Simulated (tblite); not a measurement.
Start geometry of `C1(OC(=O)C=C1)=O` from a force field or distance geometry (Å):
```
atom  x, y, z in Å
O1    -2.2923   -1.0828   -0.2161
C2    -1.1308   -0.6289   -0.2891
C3    -0.6806    0.7490   -0.5098
C4     0.6490    0.7499   -0.5054
C5     1.1394   -0.6105   -0.2515
O6     2.3406   -0.9754   -0.1854
O7     0.0246   -1.4193   -0.1347
H8    -1.3222    1.5934   -0.6597
H9     1.2860    1.6307   -0.6423
```

Q: What comes out of this run: tblite 0.8.0, GFN2-xTB geometry optimisation, gas phase?

A: 
```
atom  x, y, z in Å
O1    -2.210   -1.088   -0.216
C2    -1.112   -0.638   -0.280
C3    -0.675    0.769   -0.515
C4     0.654    0.792   -0.506
C5     1.135   -0.599   -0.262
O6     2.247   -1.011   -0.178
O7     0.024   -1.395   -0.139
H8    -1.381    1.564   -0.658
H9     1.333    1.611   -0.639
```

The energy falls by 38.1 kJ/mol over 16 L-BFGS steps, the largest force on an atom goes from 4.64 to 0.009 eV/Å, and the atoms move by 0.055 Å rms after alignment. The bond that changes most is C5=O6 (anhydride carbonyl carbon to anhydride carbonyl oxygen), which shortens by 0.068 Å. Bonds longer at the end by more than 0.005 Å: 2 of 9; shorter: 5. Among the angles that change most is C3–C4–H9, from 125.6° to 130.2°. Rotational constants go from 7082, 2332, 1754 to 6921, 2483, 1827 MHz. The orientation of the end geometry is arbitrary; only internal coordinates are fixed.

The run took under 0.1 s on one thread of an Arm Neoverse V2, shared host with 96 logical CPUs at a one-minute load of 37.

Its GFN2-xTB frequencies are all real (lowest 148 cm⁻¹).

The numbers are calculated, not measured.
